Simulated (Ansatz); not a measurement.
# 2H-TaSeTe monolayer in a perpendicular field

Wanted: the out-of-plane response of the 2H-TaSeTe monolayer. A positive field points along +c.

Program: Ansatz 0.2.0. Level of theory: plane-wave DFT, PBE-D3(BJ), Ansatz PAW (set soft_1); PAW set soft_1. Results are calculated unless marked as measured.

## Step 1: Set-up

The cell holds 3 atoms: 1 Te, 1 Ta and 1 Se. Its edges and angles: a = 3.722 Å, b = 3.722 Å, c = 38.407 Å, α = 90.0°, β = 90.0°, γ = 120.0°. Vacuum lies along c.

## Step 2: Relaxation

The starting cell is a guess, so the in-plane lattice and the atoms are relaxed first, with the slab cut off from its images along the normal.

Input file input.yaml:

```yaml
crystal:
  lattice:
    - [3.72226, 0.0, 0.0]
    - [-1.86113, 3.2235717195, 0.0]
    - [0.0, 0.0, 38.4074418531]
  atoms:
    - { symbol: Te, position: [0.3333333333, 0.6666666667, 0.4517353711] }
    - { symbol: Ta, position: [0.0, 0.0, 0.5035900551], spin: 1.0 }
    - { symbol: Se, position: [0.3333333333, 0.6666666667, 0.5482646289] }
  periodic: [true, true, false]
magnetization:
  spin_polarized: true
kpoints:
  mp_grid: { grid: [12, 12, 1] }
hamiltonian:
  xc: pbe
  dispersion: d3bj
  pseudopotentials: { kind: paw, azcp: { folder: soft_1 } }
scf:
  occupations: { method: fermi_dirac, width: 0.05 }
  convergence: { dr2_threshold: 1.0e-09 }
relax:
  f_tol: 0.004
  max_steps: 90
  cell: {}
output:
  write_potential: true
  write_density: true
  volumetric_format: npy
```

Command:

```
$ ansatz run input.yaml --threads 2 --pin off --max-ram 3072MiB --backend cpu --events-out ev --progress --plain --runs-dir out
```

Numbers of over 12 decimals in the logs are rounded to 6 here.

The program printed:

```text
Warning: relax.cell: scf.convergence.dr2_threshold = 1e-9 eV is looser than the 1.5966452377e-10 eV advised for a relaxation that steers and ends on the stress (1e-10 eV for each atom of the cell: 3, times the square of relax.cell.stress_2d_tol = 0.05 N/m over 13.7 Å (the atoms' height at the walk's start and 5 Å past either face), 3.648e-2 GPa, over a crystal's default 0.05). What an SCF threshold leaves in a stress goes as its square root, and in the free energy as the threshold itself, and one threshold admits the most on a small cell: [figures from the program's tests cut] Set scf.convergence.dr2_threshold to 1.5966452377e-10 eV or tighter. [rest of the remark cut]
Engine: ansatz 0.2.0, aarch64-unknown-linux-gnu
Pseudopotentials: kind: paw
Pseudopotential: Te, paw, valence charge 16, recommended cutoff 420 eV (normal), soft_1/Te.paw.azcp
Pseudopotential: Ta, paw, valence charge 13, recommended cutoff 420 eV (normal), soft_1/Ta.paw.azcp
Pseudopotential: Se, paw, valence charge 16, recommended cutoff 420 eV (normal), soft_1/Se.paw.azcp
Functional definition: PBE
  parameter kappa = 0.804
  parameter beta = 0.066725
  exchange = pbe_x(kappa = kappa, mu = beta*pi^2/3)
  correlation = pbe_c(beta = beta)
Crystal: 3 atoms, lattice volume = 460.850 Å³
Basis set: ecut = 420 eV, 9033 PW (Γ), exchange–correlation on 50×50×540 points (8 copies of the dense FFT grid, shifted against one another)
Bands: 28, of which v1, the nominal top of the filled ones, is band 23 counted from 1 (22 counted from 0)
Symmetry: 6 space group operations
Space group: P3m1 (ITA 156), of the structure as read, at distance tolerance 7.7e-5 Å
Magnetic group: BNS 156.49 (UNI 1279), of the structure as read, at distance tolerance 7.7e-5 Å
k-points: 19 of 144 (time reversal used)
Non-local potential: Te, projectors of the file, l = 0: 2, l = 1: 2, l = 2: 2, l = 3: 1
Non-local potential: Ta, projectors of the file, l = 0: 3, l = 1: 2, l = 2: 2, l = 3: 1
Non-local potential: Se, projectors of the file, l = 0: 2, l = 1: 2, l = 2: 3, l = 3: 1
PAW form: soft (Blöchl's): semilocal exchange-correlation on the pseudo side does not see the compensation charge
PAW one-centre angular grid: Te, 590 points (default); XC on 64 Gauss nodes
PAW one-centre angular grid: Ta, 590 points (default); XC on 64 Gauss nodes
PAW one-centre angular grid: Se, 590 points (default); XC on 64 Gauss nodes
Initial density: superposition of atomic densities (neutral atoms: chi_scale 0, normalization atom)
Starting moments: Σ|m| = 1 μB on 1 of 3 sites
Initial wavefunctions: pseudopotential atomic-orbital guess
Functional: x = pbe(κ = 0.804, μ = 0.219515), c = pbe(β = 0.066725)
iter 1 solved again at ethr=3.10e-3 eV; its pass at ethr=3.10e-3 eV (dr2=1.39e0 eV) is discarded
SCF iter   1: F=—  HF=-22384.900803 eV  |F-HF|=—  |Δ(HF+E_count)|=         —  Δρ=7.49e-3 (↑7.49e-3 ↓6.41e-3)  dr2=1.41e0  dr2_m=2.08e-2  M=0.728 μB ∫|m|=0.860 μB  β_m=0.30  ethr=3.10e-3  ⟨swp⟩=1.7  Hψ=9010  notcnv=0
Mixer restart at iter 1: flushing history
preconditioner: auto → LDOS  [metal: Δε(μ)=0.078 eV  Ē_g=7.632 eV  σ=0.050 eV  W_gap=0.37  n_scr=22 (ndim 8)  ℏωp=7.1 eV  f_vac=0.793  D(μ)=1.60/eV (n_scr^D=8)]
spin=Collinear: LDOS preconditioning applied to the charge; magnetization (m = ρ↑ − ρ↓) channel mixes plain (no charge-response kernel on spin).
SCF iter   2: F=—  HF=-22384.672578 eV  |F-HF|=—  |Δ(HF+E_count)|=   2.28e-1  Δρ=5.17e-3 (↑5.17e-3 ↓4.46e-3)  dr2=5.07e-1  dr2_m=1.11e-2  M=0.731 μB ∫|m|=0.853 μB  β_m=0.51  ethr=3.10e-3  ⟨swp⟩=2.8  Hψ=1640  notcnv=0
SCF iter   3: F=—  HF=-22384.592726 eV  |F-HF|=—  |Δ(HF+E_count)|=   7.99e-2  Δρ=1.58e-3 (↑1.48e-3 ↓1.58e-3)  dr2=2.58e-2  dr2_m=1.31e-3  M=0.717 μB ∫|m|=0.814 μB  β_m=0.59  ethr=1.13e-3  ⟨swp⟩=3.8  Hψ=2030  notcnv=0  defer=1
SCF iter   4: F=—  HF=-22384.601724 eV  |F-HF|=—  |Δ(HF+E_count)|=         —  Δρ=7.10e-4 (↑7.10e-4 ↓5.51e-4)  dr2=2.17e-3  dr2_m=1.04e-3  M=0.669 μB ∫|m|=0.734 μB  β_m=0.59  ethr=5.73e-5  ⟨swp⟩=2.7  Hψ=2177  notcnv=0  defer=31
SCF iter   5: F=—  HF=-22384.603147 eV  |F-HF|=—  |Δ(HF+E_count)|=   1.42e-3  Δρ=2.95e-4 (↑2.92e-4 ↓2.95e-4)  dr2=1.76e-4  dr2_m=2.76e-4  M=0.663 μB ∫|m|=0.717 μB  β_m=0.80  ethr=4.83e-6  ⟨swp⟩=2.9  Hψ=1835  notcnv=0  defer=31
SCF iter   6: F=—  HF=-22384.603640 eV  |F-HF|=—  |Δ(HF+E_count)|=   4.93e-4  Δρ=1.16e-4 (↑1.16e-4 ↓1.04e-4)  dr2=1.87e-5  dr2_m=4.88e-5  M=0.647 μB ∫|m|=0.691 μB  β_m=0.83  ethr=3.90e-7  ⟨swp⟩=3.6  Hψ=2442  notcnv=0  defer=31
SCF iter   7: F=—  HF=-22384.603688 eV  |F-HF|=—  |Δ(HF+E_count)|=   4.77e-5  Δρ=6.78e-5 (↑5.55e-5 ↓6.78e-5)  dr2=7.43e-6  dr2_m=1.54e-5  M=0.638 μB ∫|m|=0.677 μB  β_m=0.91  ethr=4.15e-8  ⟨swp⟩=3.4  Hψ=2294  notcnv=0  defer=31
SCF iter   8: F=—  HF=-22384.603733 eV  |F-HF|=—  |Δ(HF+E_count)|=   4.49e-5  Δρ=2.71e-5 (↑2.70e-5 ↓2.71e-5)  dr2=4.64e-6  dr2_m=2.51e-6  M=0.625 μB ∫|m|=0.661 μB  β_m=0.92  ethr=1.65e-8  ⟨swp⟩=3.9  Hψ=2453  notcnv=0  defer=31
SCF iter   9: F=—  HF=-22384.603744 eV  |F-HF|=—  |Δ(HF+E_count)|=   1.14e-5  Δρ=1.26e-5 (↑1.26e-5 ↓1.24e-5)  dr2=1.27e-6  dr2_m=5.24e-7  M=0.617 μB ∫|m|=0.652 μB  β_m=0.96  ethr=1.03e-8  ⟨swp⟩=3.1  Hψ=2330  notcnv=0  defer=31
SCF iter  10: F=—  HF=-22384.603748 eV  |F-HF|=—  |Δ(HF+E_count)|=   3.32e-6  Δρ=6.09e-6 (↑5.16e-6 ↓6.09e-6)  dr2=2.09e-7  dr2_m=1.09e-7  M=0.614 μB ∫|m|=0.649 μB  β_m=0.92  ethr=2.81e-9  ⟨swp⟩=3.2  Hψ=2179  notcnv=0  defer=31
SCF iter  11: F=—  HF=-22384.603748 eV  |F-HF|=—  |Δ(HF+E_count)|=   6.37e-7  Δρ=1.92e-6 (↑1.87e-6 ↓1.92e-6)  dr2=4.40e-8  dr2_m=8.32e-9  M=0.611 μB ∫|m|=0.646 μB  β_m=0.81  ethr=4.63e-10  ⟨swp⟩=3.8  Hψ=2383  notcnv=0  defer=31
SCF iter  12: F=—  HF=-22384.603748 eV  |F-HF|=—  |Δ(HF+E_count)|=   8.66e-8  Δρ=5.06e-7 (↑4.83e-7 ↓5.06e-7)  dr2=1.24e-9  dr2_m=8.23e-10  M=0.611 μB ∫|m|=0.646 μB  β_m=0.86  ethr=9.78e-11  ⟨swp⟩=3.9  Hψ=2697  notcnv=0  defer=31
SCF iter  13: F=-22384.603748 eV  HF=-22384.603748 eV  |F-HF|=1.53e-9  |Δ(HF+E_count)|=   1.23e-8  Δρ=1.43e-7 (↑1.43e-7 ↓1.13e-7)  dr2=1.66e-10  dr2_m=4.28e-11  M=0.611 μB ∫|m|=0.646 μB  ethr=2.22e-12  ⟨swp⟩=9.6  Hψ=8196  notcnv=0
SCF 1 converged in 13 iterations: F = -22384.603748 eV  dr2 = 1.66e-10
  greatest PAW one-centre occupation: 1.000 electrons in one spin orbital (limit 2), on the Se atom at site 2 (counted from 0), in its partial waves of l = 2
relax step   1: F+E_penalty+E_count = -22384.60374846 eV  Δ(F+E_penalty+E_count) = +0.000e0 eV  max|allowed force component| = 1.857e0 eV/Å  Δτ_max = 0.0000 Å  P = -7.086 N/m  Ω = 460.850 Å³  fix = [c, alpha, beta]  reactions: c +0.000 N/m  (13 SCF iters, accepted)
[...]
relax step   3: F+E_penalty+E_count = -22385.06567925 eV  Δ(F+E_penalty+E_count) = -1.263e-1 eV  max|allowed force component| = 1.576e-1 eV/Å  Δτ_max = 0.0775 Å  P = -0.755 N/m  Ω = 424.359 Å³  energy of the carried Pulay correction = +8.579e-4 eV  fix = [c, alpha, beta]  reactions: c -0.000 N/m  (12 SCF iters, accepted)
[...]
relax step   4: F+E_penalty+E_count = -22385.07004720 eV  Δ(F+E_penalty+E_count) = -4.368e-3 eV  max|allowed force component| = 2.318e-2 eV/Å  Δτ_max = 0.0118 Å  P = +0.147 N/m  Ω = 417.769 Å³  energy of the carried Pulay correction = +1.020e-3 eV  fix = [c, alpha, beta]  reactions: c +0.000 N/m  (11 SCF iters, accepted)
[...]
relax step   5: F+E_penalty+E_count = -22385.07012926 eV  Δ(F+E_penalty+E_count) = -8.207e-5 eV  max|allowed force component| = 5.462e-3 eV/Å  Δτ_max = 0.0006 Å  P = -0.012 N/m  Ω = 418.639 Å³  energy of the carried Pulay correction = +9.988e-4 eV  fix = [c, alpha, beta]  reactions: c -0.000 N/m  (10 SCF iters, accepted)
[...]
relax step   6: F+E_penalty+E_count = -22385.07013137 eV  Δ(F+E_penalty+E_count) = -2.109e-6 eV  max|allowed force component| = 1.517e-3 eV/Å  Δτ_max = 0.0004 Å  P = +0.002 N/m  Ω = 418.622 Å³  energy of the carried Pulay correction = +9.993e-4 eV  fix = [c, alpha, beta]  reactions: c +0.000 N/m  (5 SCF iters, accepted)
Basis set: ecut = 420 eV, 8091 PW (Γ), exchange–correlation on 48×48×540 points (8 copies of the dense FFT grid, shifted against one another)
Initial wavefunctions: pseudopotential atomic-orbital guess (no wavefunctions were taken with the density)
iter 1 solved again at ethr=8.55e-8 eV; its pass at ethr=3.10e-3 eV (dr2=3.85e-5 eV) is discarded
SCF iter   1: F=—  HF=-22385.069084 eV  |F-HF|=—  |Δ(HF+E_count)|=         —  Δρ=2.22e-5 (↑2.22e-5 ↓2.22e-5)  dr2=1.49e-6  dr2_m=7.13e-13  M=0.000 μB ∫|m|=0.000 μB  β_m=0.65  ethr=8.55e-8  ⟨swp⟩=7.8  Hψ=13368  notcnv=0
spin=Collinear: LDOS preconditioning applied to the charge; magnetization (m = ρ↑ − ρ↓) channel mixes plain (no charge-response kernel on spin).
SCF iter   2: F=—  HF=-22385.069102 eV  |F-HF|=—  |Δ(HF+E_count)|=   1.84e-5  Δρ=7.31e-6 (↑7.31e-6 ↓7.31e-6)  dr2=1.72e-7  dr2_m=3.22e-13  M=0.000 μB ∫|m|=0.000 μB  β_m=0.54  ethr=3.32e-9  ⟨swp⟩=3.0  Hψ=2156  notcnv=0
SCF iter   3: F=—  HF=-22385.069102 eV  |F-HF|=—  |Δ(HF+E_count)|=   2.59e-7  Δρ=2.51e-6 (↑2.51e-6 ↓2.51e-6)  dr2=2.66e-8  dr2_m=2.12e-13  M=0.000 μB ∫|m|=0.000 μB  β_m=0.59  ethr=3.83e-10  ⟨swp⟩=3.9  Hψ=2536  notcnv=0
SCF iter   4: F=—  HF=-22385.069102 eV  |F-HF|=—  |Δ(HF+E_count)|=   5.15e-8  Δρ=4.91e-7 (↑4.91e-7 ↓4.90e-7)  dr2=2.99e-9  dr2_m=1.84e-13  M=0.000 μB ∫|m|=0.000 μB  β_m=0.68  ethr=5.91e-11  ⟨swp⟩=3.3  Hψ=1954  notcnv=0
SCF iter   5: F=-22385.069102 eV  HF=-22385.069102 eV  |F-HF|=2.68e-9  |Δ(HF+E_count)|=   6.87e-9  Δρ=9.48e-8 (↑9.48e-8 ↓9.42e-8)  dr2=6.20e-10  dr2_m=5.57e-14  M=0.000 μB ∫|m|=0.000 μB  ethr=2.22e-12  ⟨swp⟩=13.9  Hψ=8939  notcnv=0
the starting moments were not kept: the SCF closed with an absolute magnetisation of 7.1e-6 μB, where they sum to 1 μB in size (1 site). That is at most 0.1 of that sum. Measured as dr2_m measures the in/out step, that magnetisation stands 6.0e-12 eV from none, at or under the dr2_threshold of 1.0e-9 eV: it is no larger than a step whose dr2_m would equal this threshold.
SCF 7 converged in 5 iterations: F = -22385.069102 eV  dr2 = 6.20e-10
relax step   7: F+E_penalty+E_count = -22385.06910232 eV  Δ(F+E_penalty+E_count) = +1.029e-3 eV  max|allowed force component| = 1.874e-3 eV/Å  Δτ_max = 0.0000 Å  P = -0.001 N/m  Ω = 418.622 Å³  fix = [c, alpha, beta]  reactions: c -0.000 N/m  stress off target by 5.60e-4 N/m on what of the cell is left free  SCF on the basis re-selected at this cell (its energy is not comparable with the rows above)  (5 SCF iters)
basis re-selected at this cell: Δ(F+E_penalty+E_count) = +1.029e-3 eV, ΔP = -0.002 N/m vs the last step (what re-selecting the basis moved, of the pressure what is left beyond the Pulay correction that the steps carried, after the strain that the cell walked since its last selection, with what the two solves' SCF thresholds leave and, on support functions, any second-order correction that the steps lacked; it is no measure of the basis error at this ecutwfc). The dense FFT grid was sized anew with the basis: this SCF ran on 24×24×270 points, the steps before it on 25×25×270, so part of this shift can come from that change (see relax.cell in the input reference). [rest of the remark cut]
WARN: The input density's exchange-correlation potential varies sharply where the density is thin. Do not read a vacuum level from v_tot or v_xc, or from such a field of the output density. On a cell that repeats whose density bears no net charge and no dipole along the vacuum's axis use v_es (v_loc + v_h of the components); under efield.dipole_correction with no amplitude use v_es + v_field, which holds any external [...]
SCF converged after 5 iterations
Magnetization: 0.0000 μB (22.5000 up, 22.5000 down)
Absolute magnetization: 0.0000 μB (∫|ρ↑−ρ↓|, with the PAW one-centre terms)
Spin contamination: 0.0000 ħ² per cell (⟨S²⟩ above its minimum at these occupations)
Per-site moments (μB) at R_I (Å): [(2.2800300966170962e-7, 1.155945), (3.2521323979576862e-6, 1.070867), (3.3540792933303474e-7, 1.070867)]
Free energy (F): -22385.069102 eV
Harris-Foulkes:  -22385.069102 eV  (|F-HF|=2.68e-9)
Internal energy: -22385.043812 eV  (E = F + TS)
E sigma→0 (E₀):  -22385.056457 eV
Entropy (-TS):   -0.025290 eV (-8.430 meV/atom)
Fermi energy:    -4.981691 eV
--- Per-component energies (eV) ---
  E_band       = -1487.170213
  E_kinetic    = 676.393322
  E_local      = -135972.803787  (includes V_loc(G=0)·N_el)
  E_nonlocal   = -298.801722
  E_hartree    = 67611.491806
  E_xc         = -528.636822
  E_vxc        = -425.766070  (∫ρ·V_xc dr)
  E_paw        = -15107.092803  (= ΣΔE_a)
  E_vpaw       = -689.176330  (= ΣTr[D̂ρ^β])
  E_aug_tail   = -0.000192  (compensation charges beyond the density's cutoff)
  E_ewald      = 61235.425446
  E_disp       = -1.019060  (pairwise vdW)
  E_smearing   = -0.025290  (= −TS)
  E_closure    = -0.000000  (closes the sum)
  Σ components = -22385.069102   (vs F -22385.069102, Δ=0.00e0)
--- Forces (eV/Å), atoms counted from 1 ---
  atom   1  Te     0.00000000     0.00000000    -0.00187589
  atom   2  Ta    -0.00000000    -0.00000000     0.00083274
  atom   3  Se     0.00000000     0.00000000     0.00103733
  max |Σ_I F_I| component: 5.82e-6 eV/Å
--- 2D stress c σ (N/m, compression-positive) ---
       -0.000560       0.000000      -0.000000
        0.000000      -0.000560       0.000000
       -0.000000       0.000000      -0.000000
  P = ½ c Tr σ = -0.0006 N/m
--- Band table (eV; the first three rows and the last of 38) ---
  k-point 0 ↑: bands = [... 19 lower, -6.8678, -5.3917, -5.3917, -4.4341, -1.9213, -1.9213, -1.4908, -1.4908, ... 1 higher]
  k-point 1 ↑: bands = [... 19 lower, -6.8105, -5.5929, -5.5063, -4.4836, -2.1183, -1.9250, -1.8531, -1.5234, ... 1 higher]
  k-point 2 ↑: bands = [... 19 lower, -6.9860, -6.0364, -5.7086, -4.7200, -2.5665, -2.1086, -2.0331, -1.2505, ... 1 higher]
  k-point 18 ↓: bands = [... 19 lower, -8.2208, -7.9004, -6.6354, -4.4842, -3.1090, -1.8892, -1.2328, -0.0034, ... 1 higher]
  the weakly bound empty levels are not read free of the cell's end (no_gap_told)
--- Relaxed structure (6 steps of the walk, 6 accepted, 1 SCFs on fresh bases) ---
  F+E_penalty+E_count = -22385.06910232 eV   max|allowed force component| = 1.874e-3 eV/Å   (the final SCF, on the basis selected at the relaxed cell)
  cell:  # Å, volume = 418.6219 Å³
    - [3.547627, -1.2925424701571497e-17, 0]
    - [-1.773814, 3.072335, 0]
    - [0, 0, 38.4074418531]
  atoms:
    - { symbol: Te, position: [0.333333, 0.666667, 0.454157] }
    - { symbol: Ta, position: [0, -3.700743415524895e-17, 0.503952] }
    - { symbol: Se, position: [0.333333, 0.666667, 0.545482] }
```

The job ended after 3.9 min (2 threads of Arm Neoverse V1, shared host; peak memory 0.92 GiB).

Relaxation path:

```tsv
step	energy less that of the first step (eV)	largest force component (eV/Å)	volume (Å³)
1	0.0000	1.8573	460.85
2	-0.3356	0.5768	451.19
3	-0.4619	0.1576	424.36
4	-0.4663	0.0232	417.77
5	-0.4664	0.0055	418.64
6	-0.4664	0.0015	418.62
7*	-0.4654	0.0019	418.62
```

Relaxation steps marked * repeat the geometry before them on a plane-wave basis chosen anew for their cell, so energy and pressure can jump there.

The run keeps the 6 symmetry operations that it works with, so distortions that break them were not tested.

```tsv
cell as run	before	after	change
a (Å)	3.722	3.548	-4.7 %
b (Å)	3.722	3.548	-4.7 %
```

The atoms that moved most (Å, along periodic axes as changes of fractional coordinates times the final cell, across vacuum about the mean position):

```tsv
atom	dx	dy	dz	length
Se3	0.000	0.000	-0.107	0.107
Te1	0.000	0.000	0.093	0.093
Ta2	0.000	0.000	0.014	0.014
```

The relaxed structure:

```xyz
3
Lattice="3.5476 0.0000 0.0000 -1.7738 3.0723 0.0000 0.0000 0.0000 38.4074" Properties=species:S:1:pos:R:3
Te    0.0000    2.0482   17.4430
Ta    0.0000    0.0000   19.3555
Se    0.0000    2.0482   20.9506
```

This step gave:

| Quantity | Value |
| --- | --- |
| energy at zero smearing | -22385.0565 eV |

The lattice constant a goes from 3.722 to 3.548 Å.

(Part 1 of 2 ends here.)

[Logs are printed without paths, hosts, clocks, repeated set-up lines and the standing remarks that a program may print on its own settings, such as how far it seeks lower states.]

[Hosts, paths, dates, database ids (printed as entryN), source tags and the programs' standing remarks are cut or masked in the printed files.]

[Maps of the electrostatic potential energy from Ansatz leave out the sawtooth potential of an applied field or a dipole correction, so their vacuum need not be flat; planar profiles and work functions include it.]
